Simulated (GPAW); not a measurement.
# GaAs (F-43m) in GPAW: further runs

One crystal, GaAs, is run at these levels: r2SCAN+D4, rSCAN, optB88-vdW, revTPSS+D4; tasks: equation of state, band structure.

Everything below comes from runs of GPAW 26.7.0. Logs are shortened: lines on timing, memory, paths and dates and some standing lists are left out, and cuts for length are marked. The log counts tension as positive stress, the text compression.

**What was measured.**

“Evidence of valence band perturbations in GaAsN/GaAs(001): A combined variable-angle spectroscopic ellipsometry and modulated photoreflectance investigation”, 2008, arxiv:0805.2212 reports, for a bulk crystal of GaAs at 300 K: band gap 1.418 ± 0.005 eV (direct).

How close the calculation comes is told below.

## (1) The crystal as given

It takes space group F-43m (No. 216, cubic). The conventional cell has a = 5.654 Å, b = 5.654 Å, c = 5.654 Å, α = 90.00°, β = 90.00°, γ = 90.00°. As (site symmetry -43m) is surrounded by 4 Ga at 2.45 Å. Around Ga (site symmetry -43m) lie 4 As at 2.45 Å.

## (2) Equation of state, r2SCAN+D4

The input, run.py:

```python
from ase.calculators.mixing import SumCalculator
from ase.eos import EquationOfState
from ase.io import Trajectory, read
from ase.units import GPa
from dftd4.ase import DFTD4
from gpaw import GPAW, PW

atoms = read('GaAs.xyz')

traj = Trajectory('eos.traj', 'w')
volumes, energies = [], []
for x in [0.94, 0.96, 0.98, 1.0, 1.02, 1.04, 1.06]:
    a = atoms.copy()
    a.set_cell(atoms.cell * x**(1 / 3), scale_atoms=True)
    calc = GPAW(mode=PW(600),
                xc='MGGA_X_R2SCAN+MGGA_C_R2SCAN',
                kpts={'size': (8, 8, 8), 'gamma': True},
                occupations={'name': 'fermi-dirac', 'width': 0.05},
                nbands=11,
                convergence={'density': 1e-05, 'energy': 1e-05},
                maxiter=150,
                txt=f'eos-{x:.2f}.txt')
    a.calc = SumCalculator([calc, DFTD4(method='r2scan')])
    energies.append(a.get_potential_energy())
    volumes.append(a.get_volume())
    p = -a.get_stress()[:3].mean() / GPa
    calc.write(f'eos-{x:.2f}.gpw')
    traj.write(a)
    print(f'{x:.2f} {volumes[-1]:10.4f} A^3 {energies[-1]:14.6f} eV {p:9.3f} GPa', flush=True)

v0, e0, B = EquationOfState(volumes, energies, eos='birchmurnaghan').fit()
print(f'V0 = {v0:.4f} A^3, E0 = {e0:.6f} eV, B0 = {B / GPa:.2f} GPa')
```

The input, GaAs.xyz:

```xyz
2
Lattice="0.0000000000 2.8268500000 2.8268500000 2.8268500000 0.0000000000 2.8268500000 2.8268500000 2.8268500000 0.0000000000" Properties=species:S:1:pos:R:3 pbc="T T T"
As     4.2402750000      4.2402750000      4.2402750000
Ga     0.0000000000      0.0000000000      0.0000000000
```

Potentials or basis: GPAW PAW data sets (gpaw-data 1.2.1), pw.

Started as:

```sh
$ OMP_NUM_THREADS=1 python run.py
```

What it wrote:

```text
__  _  _
 | _ |_)|_||  |
 |__||  | ||/\| - 26.7.0

Input parameters:
  mode=PW(ecut=600.0),
  convergence={'density': 1e-05, 'energy': 1e-05},
  kpts=MonkhorstPack(size=(8, 8, 8), gamma=True),
  maxiter=150,
  nbands=11,
  occupations=Occupations(name='fermi-dirac', width=0.05),
  xc=XC(name='MGGA_X_R2SCAN+MGGA_C_R2SCAN')

Diagonalizing LCAO Hamiltonian
Converting LCAO to pw mode

                    As

       Ga

Atoms  # Å, Bohr magnetons
|   | symbol |        x |        y |        z |    initial magnetic moments |
|---|--------|----------|----------|----------|-----------------------------|
| 0 |     As | 4.153714 | 4.153714 | 4.153714 | ( 0.0000,  0.0000,  0.0000) |
| 1 |     Ga | 0.000000 | 0.000000 | 0.000000 | ( 0.0000,  0.0000,  0.0000) |

Unit cell  # Å
| periodic |        x |        y |        z |  lengths |    angles |
|----------|----------|----------|----------|----------|-----------|
|      yes | 0.000000 | 2.769143 | 2.769143 | 3.916160 | 60.000000 |
|      yes | 2.769143 | 0.000000 | 2.769143 | 3.916160 | 60.000000 |
|      yes | 2.769143 | 2.769143 | 0.000000 | 3.916160 | 60.000000 |

Number of symmetries: 24
Symmetry operations  # r_c * U_cc + t_c -> r_c
|    | kind |            matrix            |
|----|------|------------------------------|
|  0 |  E   |  1, 0, 0,  0, 1, 0,  0, 0, 1 |
|  1 |  σ   |  1, 0, 0,  0, 0, 1,  0, 1, 0 |
|  2 |  σ   |  1, 0,-1,  0, 1,-1,  0, 0,-1 |
|  3 |  C3  |  1, 0,-1,  0, 0,-1,  0, 1,-1 |
|  4 |  C3  |  1,-1, 0,  0,-1, 1,  0,-1, 0 |
|  5 |  σ   |  1,-1, 0,  0,-1, 0,  0,-1, 1 |
|  6 |  σ   |  0, 1, 0,  1, 0, 0,  0, 0, 1 |
|  7 |  C3  |  0, 1, 0,  0, 0, 1,  1, 0, 0 |
|  8 |  C2  |  0, 1,-1,  1, 0,-1,  0, 0,-1 |
|  9 |  S4  |  0, 1,-1,  0, 0,-1,  1, 0,-1 |
| 10 |  C3  |  0, 0, 1,  1, 0, 0,  0, 1, 0 |
| 11 |  σ   |  0, 0, 1,  0, 1, 0,  1, 0, 0 |
| 12 |  S4  |  0, 0,-1,  1, 0,-1,  0, 1,-1 |
| 13 |  C3  |  0, 0,-1,  0, 1,-1,  1, 0,-1 |
| 14 |  S4  |  0,-1, 1,  1,-1, 0,  0,-1, 0 |
| 15 |  C2  |  0,-1, 1,  0,-1, 0,  1,-1, 0 |
| 16 |  C3  |  0,-1, 0,  1,-1, 0,  0,-1, 1 |
| 17 |  S4  |  0,-1, 0,  0,-1, 1,  1,-1, 0 |
| 18 |  S4  | -1, 1, 0, -1, 0, 1, -1, 0, 0 |
| 19 |  C3  | -1, 1, 0, -1, 0, 0, -1, 0, 1 |
| 20 |  C3  | -1, 0, 1, -1, 1, 0, -1, 0, 0 |
| 21 |  S4  | -1, 0, 1, -1, 0, 0, -1, 1, 0 |
| 22 |  σ   | -1, 0, 0, -1, 1, 0, -1, 0, 1 |
| 23 |  C2  | -1, 0, 0, -1, 0, 1, -1, 1, 0 |

BZ-sampling:
  Number of BZ points: 512
  Number of IBZ points: 29

  Monkhorst-Pack size: [8, 8, 8]
  Monkhorst-Pack shift: [0.0625, 0.0625, 0.0625]

K-points  # in reciprocal-cell coordinates
|     |                                coordinates |     weight |
|-----|--------------------------------------------|------------|
|   0 | (  0.00000000,   0.00000000,   0.00000000) | 0.00195312 |
|   1 | (  0.12500000,   0.12500000,   0.00000000) | 0.01171875 |
|   2 | (  0.12500000,   0.12500000,   0.12500000) | 0.01562500 |
|   3 | (  0.25000000,   0.12500000,   0.12500000) | 0.02343750 |
|   4 | (  0.25000000,   0.25000000,   0.00000000) | 0.01171875 |
|   5 | (  0.25000000,   0.25000000,   0.12500000) | 0.04687500 |
|   6 | (  0.25000000,   0.25000000,   0.25000000) | 0.01562500 |
|   7 | (  0.37500000,   0.25000000,  -0.37500000) | 0.04687500 |
|   8 | (  0.37500000,   0.25000000,   0.12500000) | 0.04687500 |
|   9 | (  0.37500000,   0.25000000,   0.25000000) | 0.04687500 |
| ... |                                            |            |
|  28 | (  0.50000000,   0.50000000,   0.50000000) | 0.00781250 |

Plane wave coefficients: 1428
Cutoff: 600.0 eV

Spin-components: 1 (collinear spins)
Bands:           11
Projectors:      10
Spin-degeneracy: 2
Datatype:        complex128

Parallelization:
  kpt:    1
  domain: 1
  band:   1

Density:
  Valence electrons: 8.0
  Components: 1
  Grid points: [24 24 24]
  Charge: 0.0  # |e|

Potential:
  Grid points: [24 24 24]

species:
  As:
    name:    Arsenic
    Z:       33.0
    valence: 5
    core:    28
    charge:  0.0  # [|e|]
    compensation charges:
      type: gauss
      rc: 0.33  # [Å]
      lmax: 2
    cutoffs:
      filter: 1.87  # [Å]
      core: 2.96  # [Å]
    projectors
    | kind |    occ | energy [eV] | rcut [Å] |
    |------|--------|-------------|----------|
    |   4s |  2.000 |     -14.487 |    1.058 |
    |   4p |  3.000 |      -5.196 |    1.058 |
    |    s |        |      12.725 |    1.058 |
    |    p |        |      22.016 |    1.058 |
    |    d |        |       0.000 |    1.058 |

    Using partial waves for As as LCAO basis

  Ga:
    name:    Gallium
    Z:       31.0
    valence: 3
    core:    28
    charge:  0.0  # [|e|]
    compensation charges:
      type: gauss
      rc: 0.37  # [Å]
      lmax: 2
    cutoffs:
      filter: 2.06  # [Å]
      core: 4.17  # [Å]
    projectors
    | kind |    occ | energy [eV] | rcut [Å] |
    |------|--------|-------------|----------|
    |   4s |  2.000 |      -8.945 |    1.164 |
    |   4p |  1.000 |      -2.580 |    1.164 |
    |    s |        |      18.266 |    1.164 |
    |    p |        |      24.631 |    1.164 |
    |    d |        |       0.000 |    1.164 |

    Using partial waves for Ga as LCAO basis

Reference energy: -114387.645129  # eV

eigensolver:
  PPCG
  Converge bands: occupied
  niter=2

density mixing:
  MSR1-Mixer
  Pratt-step length: 0.05
  Maximum mixing coefficient: 0.75
  Old densities: 10
  SVD Regularization: 0.005
  Good broyden scale: 1.0
  Trust region scale: 1.0
  Backstep threshold: 4.0
  History deletion threshold: 6.0
  Fourier metric: weight=20.0, sigma=0.015

occupation numbers:
  Fermi-Dirac:
    width: 0.0500  # eV

poisson solver:
  ecut: 4800.0  # eV

xc functional:
  name: MGGA_X_R2SCAN+MGGA_C_R2SCAN with 2 nearest neighbor stencil

convergence criteria:
[... 6 lines left out ...]
|iter     | |      energy | eigst |  dens |
|---------|-|-------------|-------|-------|
|iter:   1| |  -24.955038 | -0.55 |       |
|iter:   2| |  -24.160850 | -1.82 | -0.90 |
|iter:   3| |  -24.210117 | -1.69 | -0.90 |
|iter:   4| |  -24.196342 | -2.16 | -1.12 |
|iter:   5| |  -24.196539 | -3.49 | -2.00 |
|iter:   6| |  -24.196758 | -4.43 | -2.55 |
|iter:   7| |  -24.196751 | -6.27 | -3.34 |
|iter:   8| |  -24.196752c| -7.13 | -3.72 |
|iter:   9| |  -24.196752c| -7.72c| -4.54 |
|iter:  10| |  -24.196752c| -8.29c| -4.83 |
|iter:  11| |  -24.196752c| -9.39c| -6.11c|

Converged in 11 steps
Energy contributions relative to reference atoms: (reference = -114387.645129)

Energy contributions:
  Kinetic:          32.567958
  Coulomb:         -27.920344
  Zero:             -0.093167
  External:          0.000000
  Xc:              -28.751199
  Entropy:          -0.000000
  Spinorbit:         0.000000
  ----------------------------
  Free energy:     -24.196752
  Extrapolated:    -24.196752

dipole moment: (-10.594872, -10.594872, -10.594872)  # |e|*Ang

Fermi level: 6.103
Eigenvalues  # (at kpt = [0.000, 0.000, 0.000])
| band index |      eig [eV] | occ [0-2] |
|------------|---------------|-----------|
|          0 |        -8.331 |     2.000 |
|          1 |         5.316 |     2.000 |
|          2 |         5.316 |     2.000 |
|          3 |         5.316 |     2.000 |
|          4 |         6.920 |     0.000 |
|          5 |         9.426 |     0.000 |
|          6 |         9.426 |     0.000 |
|          7 |         9.426 |     0.000 |
|          8 |        13.882 |     0.000 |
|          9 |        16.019 |     0.000 |
|         10 |        16.019 |     0.000 |

Gap: 1.604 eV
Transition (v -> c):
  (s=0, k=0, n=3, [0.00, 0.00, 0.00]) -> (s=0, k=0, n=4, [0.00, 0.00, 0.00])
No difference between direct/indirect transitions

Stress tensor  # eV/Ang^3
|         x |         y |         z |
|-----------|-----------|-----------|
| -0.041650 |  0.000000 |  0.000000 |
|  0.000000 | -0.041650 | -0.000000 |
|  0.000000 | -0.000000 | -0.041650 |

# Writing to eos-0.94.gpw (mode='')
```

Run time: 3.2 min. Hardware: 1 thread of Intel Xeon at 2.60GHz (Ice Lake), shared host; peak memory 0.61 GiB.

Results:

| Item | Value |
| --- | --- |
| Equilibrium volume | 22.63 Å³/atom (rough: see the caveat) |
| Bulk modulus | 77 GPa (rough) |

Energy against volume, from the lowest point:
| volume (Å³/atom) | energy (meV/atom) |
| --- | --- |
| 21.234 | 23.10 |
| 21.686 | 10.11 |
| 22.138 | 2.62 |
| 22.590 | 0.00 |
| 23.041 | 1.78 |
| 23.493 | 7.43 |
| 23.945 | 16.61 |

Caveat: the points scatter about the fit; the PAW data sets were made with another functional, which shifts forces and pressure a little.

## (3) Band structure, rSCAN, spin-orbit coupling, no magnetisation

The input, run.py:

```python
import numpy as np
from ase.dft.bandgap import bandgap
from ase.io import write
from ase.spacegroup import crystal
from ase.units import GPa
from gpaw import GPAW, PW
from gpaw.spinorbit import soc_eigenstates

# As 4c
# Ga 4a
atoms = crystal(['As', 'Ga'],
                basis=[[0.25, 0.25, 0.25],
                       [0.0, 0.0, 0.0]],
                spacegroup=216, setting=1,  # F-43m
                cellpar=[5.6537, 5.6537, 5.6537, 90.0, 90.0, 90.0],
                primitive_cell=True)

calc = GPAW(mode=PW(600),
            xc='MGGA_X_RSCAN+MGGA_C_RSCAN',
            kpts={'size': (8, 8, 8), 'gamma': True},
            occupations={'name': 'fermi-dirac', 'width': 0.05},
            nbands=11,
            convergence={'density': 1e-05, 'energy': 1e-05},
            maxiter=150,
            txt='gpaw.txt')
atoms.calc = calc
energy = atoms.get_potential_energy()
forces = atoms.get_forces()
stress = atoms.get_stress()
calc.write('gs.gpw')
write('result.traj', atoms)
print(f'Energy: {energy:.6f} eV')
print('Forces (eV/A):')
print(forces.round(4))
print('Stress (GPa):', (stress / GPa).round(3))
print('Fermi level:', round(calc.get_fermi_level(), 4), 'eV')
print(f'Gap: {bandgap(calc)[0]:.4f} eV, direct: {bandgap(calc, direct=True)[0]:.4f} eV')

path = atoms.cell.bandpath('GXWKGLUWLK,UX', npoints=100, eps=1e-4)
bs_calc = calc.fixed_density(kpts=path, symmetry='off', nbands=21,
                             convergence={'bands': 'CBM+6.0', 'eigenstates': 1e-6}, txt='bands.txt')
bs = bs_calc.band_structure()
bs.write('bs.json')
print(f'Gap on the path: {bandgap(bs_calc)[0]:.4f} eV')

soc = soc_eigenstates(bs_calc, theta=90, phi=45, ignore_xc_potential=True)
np.savetxt('soc_bands.dat', soc.eigenvalues(), fmt='%.4f')
mesh = soc_eigenstates('gs.gpw', theta=90, phi=45, ignore_xc_potential=True)
np.savetxt('soc_mesh.dat', mesh.eigenvalues(), fmt='%.4f')
print('Fermi level with spin-orbit coupling:', round(mesh.fermi_level, 4), 'eV')
```

Potentials or basis: GPAW PAW data sets (gpaw-data 1.2.1), pw.

Started as:

```sh
$ OMP_NUM_THREADS=1 python run.py
```

Wall time 84 s (1 thread of Intel Xeon at 2.60GHz (Ice Lake), shared host); peak memory 0.35 GiB.

It converged, with:

* Free energy: -41.9302 eV
* Pressure: 1.1 GPa
* Band gap on the k mesh: 0.92 eV, direct
* Band gap along the path: 0.92 eV, direct

Levels at the corners of the path, in eV from the valence-band top:
```
point  band 4  band 5  band 6  band 7  band 8  band 9  band 10  band 11  band 12  band 13
    Γ   -0.35    0.00    0.00    0.00    0.00    0.92     0.92     3.84     3.84     4.03
    X   -7.08   -2.91   -2.91   -2.82   -2.82    1.66     1.66     1.86     1.86    10.73
    W   -6.84   -3.82   -3.69   -3.54   -3.50    4.82     4.97     5.02     5.03     5.78
    K   -6.85   -4.10   -4.04   -2.44   -2.43    2.18     2.18     4.91     4.97     8.43
    Γ   -0.35    0.00    0.00    0.00    0.00    0.92     0.92     3.84     3.84     4.03
    L   -6.90   -1.40   -1.40   -1.18   -1.18    1.28     1.28     4.86     4.86     4.95
    U   -6.85   -4.10   -4.04   -2.44   -2.43    2.18     2.18     4.91     4.97     8.43
    W   -6.84   -3.82   -3.69   -3.54   -3.50    4.82     4.97     5.02     5.03     5.78
    L   -6.90   -1.40   -1.40   -1.18   -1.18    1.28     1.28     4.86     4.86     4.95
    K   -6.85   -4.10   -4.04   -2.44   -2.43    2.18     2.18     4.91     4.97     8.43
    U   -6.85   -4.10   -4.04   -2.44   -2.43    2.18     2.18     4.91     4.97     8.43
    X   -7.08   -2.91   -2.91   -2.82   -2.82    1.66     1.66     1.86     1.86    10.73
```

Caveat: spin-orbit coupling was added after a scalar SCF, so levels and gaps hold it while energy, forces, pressure and moments don't; this program's spin-orbit splittings come out too wide for heavy elements; the PAW data sets were made with another functional, which shifts forces and pressure a little.

## (4) Equation of state, optB88-vdW

The input, run.py:

```python
import spglib
from ase import Atoms
from ase.eos import EquationOfState
from ase.io import Trajectory, read
from ase.units import GPa
from gpaw import GPAW, PW

atoms = read('GaAs.cif')
cell, positions, numbers = spglib.find_primitive(
    (atoms.cell[:], atoms.get_scaled_positions(), atoms.numbers), symprec=1e-4)
atoms = Atoms(numbers, cell=cell, scaled_positions=positions, pbc=True)

traj = Trajectory('eos.traj', 'w')
volumes, energies = [], []
for x in [0.94, 0.96, 0.98, 1.0, 1.02, 1.04, 1.06]:
    a = atoms.copy()
    a.set_cell(atoms.cell * x**(1 / 3), scale_atoms=True)
    calc = GPAW(mode=PW(600),
                xc={'name': 'optB88-vdW', 'backend': 'libvdwxc'},
                kpts={'size': (8, 8, 8), 'gamma': True},
                occupations={'name': 'fermi-dirac', 'width': 0.05},
                nbands=11,
                convergence={'density': 1e-05, 'energy': 1e-05},
                maxiter=150,
                legacy_gpaw=True,
                txt=f'eos-{x:.2f}.txt')
    a.calc = calc
    energies.append(a.get_potential_energy(force_consistent=True))
    volumes.append(a.get_volume())
    calc.write(f'eos-{x:.2f}.gpw')
    traj.write(a)
    print(f'{x:.2f} {volumes[-1]:10.4f} A^3 {energies[-1]:14.6f} eV', flush=True)

v0, e0, B = EquationOfState(volumes, energies, eos='birchmurnaghan').fit()
print(f'V0 = {v0:.4f} A^3, E0 = {e0:.6f} eV, B0 = {B / GPa:.2f} GPa')
```

The input, GaAs.cif:

```cif
data_GaAs
_cell_length_a 5.65370000
_cell_length_b 5.65370000
_cell_length_c 5.65370000
_cell_angle_alpha 90.00000000
_cell_angle_beta 90.00000000
_cell_angle_gamma 90.00000000
_space_group_name_H-M_alt 'F-43m'
_space_group_name_Hall 'F -4 2 3'
_space_group_IT_number 216
loop_
_space_group_symop_operation_xyz
'x,y,z'
'y,-x,-z'
'-x,-y,z'
'-y,x,-z'
'x,-y,-z'
'y,x,z'
'-x,y,-z'
'-y,-x,z'
'z,x,y'
'-z,y,-x'
'z,-x,-y'
'-z,-y,x'
'-z,x,-y'
'z,y,x'
'-z,-x,y'
'z,-y,-x'
'y,z,x'
'-x,-z,y'
'-y,z,-x'
'x,-z,-y'
'-y,-z,x'
'x,z,y'
'y,-z,-x'
'-x,z,-y'
'x,y+1/2,z+1/2'
'y,-x+1/2,-z+1/2'
'-x,-y+1/2,z+1/2'
'-y,x+1/2,-z+1/2'
'x,-y+1/2,-z+1/2'
'y,x+1/2,z+1/2'
'-x,y+1/2,-z+1/2'
'-y,-x+1/2,z+1/2'
'z,x+1/2,y+1/2'
'-z,y+1/2,-x+1/2'
'z,-x+1/2,-y+1/2'
'-z,-y+1/2,x+1/2'
'-z,x+1/2,-y+1/2'
'z,y+1/2,x+1/2'
'-z,-x+1/2,y+1/2'
'z,-y+1/2,-x+1/2'
'y,z+1/2,x+1/2'
'-x,-z+1/2,y+1/2'
'-y,z+1/2,-x+1/2'
'x,-z+1/2,-y+1/2'
'-y,-z+1/2,x+1/2'
'x,z+1/2,y+1/2'
'y,-z+1/2,-x+1/2'
'-x,z+1/2,-y+1/2'
'x+1/2,y,z+1/2'
'y+1/2,-x,-z+1/2'
'-x+1/2,-y,z+1/2'
'-y+1/2,x,-z+1/2'
'x+1/2,-y,-z+1/2'
'y+1/2,x,z+1/2'
'-x+1/2,y,-z+1/2'
'-y+1/2,-x,z+1/2'
'z+1/2,x,y+1/2'
'-z+1/2,y,-x+1/2'
'z+1/2,-x,-y+1/2'
'-z+1/2,-y,x+1/2'
'-z+1/2,x,-y+1/2'
'z+1/2,y,x+1/2'
'-z+1/2,-x,y+1/2'
'z+1/2,-y,-x+1/2'
'y+1/2,z,x+1/2'
'-x+1/2,-z,y+1/2'
'-y+1/2,z,-x+1/2'
'x+1/2,-z,-y+1/2'
'-y+1/2,-z,x+1/2'
'x+1/2,z,y+1/2'
'y+1/2,-z,-x+1/2'
'-x+1/2,z,-y+1/2'
'x+1/2,y+1/2,z'
'y+1/2,-x+1/2,-z'
'-x+1/2,-y+1/2,z'
'-y+1/2,x+1/2,-z'
'x+1/2,-y+1/2,-z'
'y+1/2,x+1/2,z'
'-x+1/2,y+1/2,-z'
'-y+1/2,-x+1/2,z'
'z+1/2,x+1/2,y'
'-z+1/2,y+1/2,-x'
'z+1/2,-x+1/2,-y'
'-z+1/2,-y+1/2,x'
'-z+1/2,x+1/2,-y'
'z+1/2,y+1/2,x'
'-z+1/2,-x+1/2,y'
'z+1/2,-y+1/2,-x'
'y+1/2,z+1/2,x'
'-x+1/2,-z+1/2,y'
'-y+1/2,z+1/2,-x'
'x+1/2,-z+1/2,-y'
'-y+1/2,-z+1/2,x'
'x+1/2,z+1/2,y'
'y+1/2,-z+1/2,-x'
'-x+1/2,z+1/2,-y'
loop_
_atom_site_label
_atom_site_type_symbol
_atom_site_symmetry_multiplicity
_atom_site_Wyckoff_symbol
_atom_site_fract_x
_atom_site_fract_y
_atom_site_fract_z
_atom_site_occupancy
As1 As 4 c 0.2500000000 0.2500000000 0.2500000000 1
Ga1 Ga 4 a 0.0000000000 0.0000000000 0.0000000000 1
```

Started as:

```sh
$ OMP_NUM_THREADS=1 python run.py
```

Wall time 53 s (1 thread of AMD EPYC 7B13 (Zen 3), shared host); peak memory 0.2 GiB.

Results (log left out):

- Equilibrium volume: 24.06 Å³/atom (rough: see the caveat)
- Bulk modulus: 60 GPa (rough)

Energy against volume, from the lowest point:
```
volume (Å³/atom)  energy (meV/atom)
          21.234              80.60
          21.686              54.40
          22.138              34.07
          22.590              19.02
          23.041               8.69
          23.493               2.60
          23.945               0.00
```

Caveat: the minimum lies outside the volumes run; the PAW data sets were made with another functional, which shifts forces and pressure a little.

[end of part 1 of 2]
